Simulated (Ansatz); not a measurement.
The cell is COD entry 9008673, as deposited and not checked against the literature; nothing was relaxed. It is an old determination, and later ones may differ.

MgSe: DFT, PBE, all-electron PAW with datasets made for the crystal, scalar-relativistic (Ansatz 0.2.0).

Command: `ansatz run input.yaml --threads 1 --pin off --max-ram 2048MiB --backend cpu --events-out ev --progress --plain --runs-dir out` The run took 5 s on 1 thread of Arm Neoverse V1, with other jobs on the host.

```yaml
crystal:
  lattice:
    - [0.0, 2.7255, 2.7255]
    - [2.7255, 0.0, 2.7255]
    - [2.7255, 2.7255, 0.0]
  atoms:
    - { symbol: Mg, position: [0.0, 0.0, 0.0] }
    - { symbol: Se, position: [0.5, 0.5, 0.5] }
kpoints:
  mp_grid: { grid: [8, 8, 8] }
  band_path:
    path:
      - [0.0, 0.0, 0.0]
      - [0.5, 0.0, 0.5]
      - [0.625, 0.25, 0.625]
      - [0.375, 0.375, 0.75]
      - [0.0, 0.0, 0.0]
      - [0.5, 0.5, 0.5]
      - [0.5, 0.25, 0.75]
      - [0.5, 0.0, 0.5]
    npoints: 8
scf:
  occupations: { method: fermi_dirac, width: 0.02 }
hamiltonian:
  xc: pbe
  pseudopotentials: { kind: all_electron, datasets: crystal }
output:
  forces: true
  stress: true
  eigenvalues: true
  efg: { contact_densities: true }
```

Output:

```
hamiltonian.pseudopotentials.datasets: crystal makes datasets for this crystal and solves the spheres of its atoms anew in each pass: cutoff 160.0 eV, the density's 640.0 eV; for an error of 0.50 meV an atom under PBE, 1.0 meV for the cell; an energy difference from a run of another recipe may be off by several times the error for the cell, under r2SCAN by more, where some 0.1 meV an atom stays at smaller errors; Mg in spheres of 1.349 Å, 2 of its electrons in bands, 8 on its site; Se in spheres of 1.376 Å, 6 of its electrons in bands; only band paths and densities of states list, in semicore columns, the levels of the semicore shells that are solved separately: 2s of Mg, 2p of Mg
Engine: ansatz 0.2.0
Pseudopotentials: kind: all_electron
Pseudopotential: Mg, paw, valence charge 10, recommended cutoff 160 eV (normal), Koelling and Harmon's equation, gaussian nucleus
Pseudopotential: Se, paw, valence charge 6, recommended cutoff 160 eV (normal), Koelling and Harmon's equation, gaussian nucleus
Functional definition: PBE
  parameter kappa = 0.804
  parameter beta = 0.06672455060314922
  exchange = pbe_x(kappa = kappa, mu = beta*pi^2/3)
  correlation = pbe_c(beta = beta)
Crystal: 2 atoms, lattice volume = 40.492 Å³
Basis set: ecut = 160 eV, 169 PW (Γ), exchange–correlation on 32×32×32 points (8 copies of the dense FFT grid, shifted against one another)
Bands: 8, of which v1, the nominal top of the filled ones, is band 4 counted from 1 (3 counted from 0)
Symmetry: 48 space group operations
Space group: Fm-3m (ITA 225), of the structure as read, at distance tolerance 3.4e-5 Å
k-points: 29 of 512
Non-local potential: Mg, projectors of the file, l = 0: 1, l = 1: 1
Non-local potential: Se, projectors of the file, l = 0: 2, l = 1: 1
PAW form: soft (Blöchl's): semilocal exchange-correlation on the pseudo side does not see the compensation charge
PAW one-centre angular grid: Mg, 110 points (default); XC on its mesh's 2009 points in the sphere
PAW one-centre angular grid: Se, 110 points (default); XC on its mesh's 1903 points in the sphere
Initial density: superposition of atomic densities (neutral atoms: chi_scale 0, normalization atom)
Initial wavefunctions: pseudopotential atomic-orbital guess
Functional: x = pbe(κ = 0.804, μ = 0.2195149727645171), c = pbe(β = 0.06672455060314922)
iter 1 solved again at ethr=1.14e-2 eV; its pass at ethr=1.00e-1 eV (dr2=9.11e-1 eV) is discarded
SCF iter   1: F=—  HF=-71579.768201 eV  |F-HF|=—  |Δ(HF+E_count)|=         —  Δρ=3.33e-2  dr2=8.75e-1  ethr=1.14e-2  ⟨swp⟩=3.0  Hψ=1453  notcnv=0
preconditioner: auto → none  [insulator: Δε(μ)=2.559 eV  Ē_g=11.691 eV  σ=0.020 eV  W_gap=1.00  n_scr=8 (ndim 8)  ℏωp=16.5 eV  f_vac=0.000  D(μ)=0.00/eV (n_scr^D=0)  ε∞_Penn≈3.0]
iter 2 solved again at ethr=5.38e-4 eV; its pass at ethr=1.09e-2 eV (dr2=4.30e-2 eV) is discarded
SCF iter   2: F=—  HF=-71579.515378 eV  |F-HF|=—  |Δ(HF+E_count)|=   2.53e-1  Δρ=1.14e-2  dr2=4.34e-2  ethr=5.38e-4  ⟨swp⟩=2.6  Hψ=1126  notcnv=0  defer=2
SCF iter   3: F=—  HF=-71579.522215 eV  |F-HF|=—  |Δ(HF+E_count)|=   6.84e-3  Δρ=4.22e-3  dr2=5.60e-3  ethr=5.38e-4  ⟨swp⟩=2.0  Hψ=465  notcnv=0
SCF iter   4: F=—  HF=-71579.524639 eV  |F-HF|=—  |Δ(HF+E_count)|=   2.42e-3  Δρ=3.14e-4  dr2=3.38e-5  ethr=7.00e-5  ⟨swp⟩=2.7  Hψ=493  notcnv=0  defer=1
SCF iter   5: F=—  HF=-71579.525177 eV  |F-HF|=—  |Δ(HF+E_count)|=   5.37e-4  Δρ=5.68e-5  dr2=4.59e-7  ethr=4.23e-7  ⟨swp⟩=3.0  Hψ=592  notcnv=0
SCF iter   6: F=—  HF=-71579.525178 eV  |F-HF|=—  |Δ(HF+E_count)|=   1.59e-6  Δρ=1.06e-5  dr2=1.48e-8  ethr=5.73e-9  ⟨swp⟩=3.0  Hψ=464  notcnv=0
SCF iter   7: F=-71579.525178 eV  HF=-71579.525178 eV  |F-HF|=5.82e-10  |Δ(HF+E_count)|=   7.46e-8  Δρ=4.56e-7  dr2=1.33e-10  ethr=1.85e-10  ⟨swp⟩=3.0  Hψ=465  notcnv=0
SCF 1 converged in 7 iterations: F = -71579.525173 eV  dr2 = 1.33e-10
  Residual-converged pass: ⟨swp⟩=1.9  Hψ=284  notcnv=0  max |occ|·‖R‖ = 5.2e-6 eV (tolerance 5.3e-6 eV)  dr2=1.23e-10  dr2_onsite=7.04e-10  max |Δocc| = 0.0e0
  greatest PAW one-centre occupation: 0.854 electrons in one spin orbital (limit 2), on the Se atom at site 1 (counted from 0), in its partial waves of l = 0
NSCF: frozen V_eff on 57 k-points
SCF converged after 7 iterations
Free energy (F): -71579.525173 eV
Harris-Foulkes:  -71579.525173 eV  (|F-HF|=5.82e-10)
Internal energy: -71579.525173 eV  (E = F + TS)
E sigma→0 (E₀):  -71579.525173 eV
Past the cutoff: the bands carry plane waves up to 1.75 times it, of which those up to 1.5 times it add -0.000104 eV an atom, each by itself; the spheres take 0.000129 eV an atom off the energy for waves past 1.75 times it
By the cutoff:   a pressure is off by up to 0.006 GPa (1.2 times the spheres' own share and the shells' term, over an atom's volume, and 0.004 GPa: a bound that held against runs at twice the plane waves)
Past the cutoffs: a stress includes 0.0027 GPa for waves and charges beyond them, in addition to the slope of what the spheres take
In the spheres:  the bands' charges fall short by 3.6e-6 e at most (sound up to 1e-3), those of shells solved beside the bands by 9.9e-8 e (sound up to 5e-4)
Fermi energy:    8.885852 eV
--- Per-component energies (eV) ---
  The terms above E_closure are by the made datasets' own strengths, without shells solved beside the bands.
--- Forces (eV/Å), atoms counted from 1 ---
  atom   1  Mg    -0.00000000     0.00000000    -0.00000000
  atom   2  Se     0.00000000    -0.00000000    -0.00000000
  max |Σ_I F_I| component: 2.84e-30 eV/Å
--- Stress (GPa, compression-positive) ---
        2.021194       0.000000       0.000000
        0.000000       2.021194       0.000000
       -0.000000       0.000000       2.021194
  P = ⅓ Tr σ = 2.0212 GPa (20.212 kbar)
  It holds what live shells' own plane waves past their cutoff add
--- PAW observables at the nuclei: V_zz in 10²¹ V/m², potentials from the cell's mean, atoms counted from 1 ---
  atom   1  Mg V_zz =    +0.000000   η = 0.0000   by run symmetry: forbidden
            electrostatic potential = -1101.627013 V   contact ρ = 7801.405106 e/Å³
  atom   2  Se V_zz =    -0.000000   η = 0.0000   by run symmetry: forbidden
            electrostatic potential = -4710.152131 V   contact ρ = 262940.649206 e/Å³
--- Band table (eV; the first three rows and the last of 29) ---
  k-point 0: bands = ["-4.9701", "7.9751", "7.9751", "7.9751", "10.5794", "15.4018"]
  k-point 1: bands = ["-4.8369", "6.7588", "7.8741", "7.8741", "11.5438", "15.0859"]
  k-point 2: bands = ["-4.4798", "4.9642", "7.6555", "7.6555", "12.1066", "15.0649"]
  k-point 28: bands = ["-3.4942", "4.6638", "4.6638", "5.4271", "12.5292", "14.9740"]
```
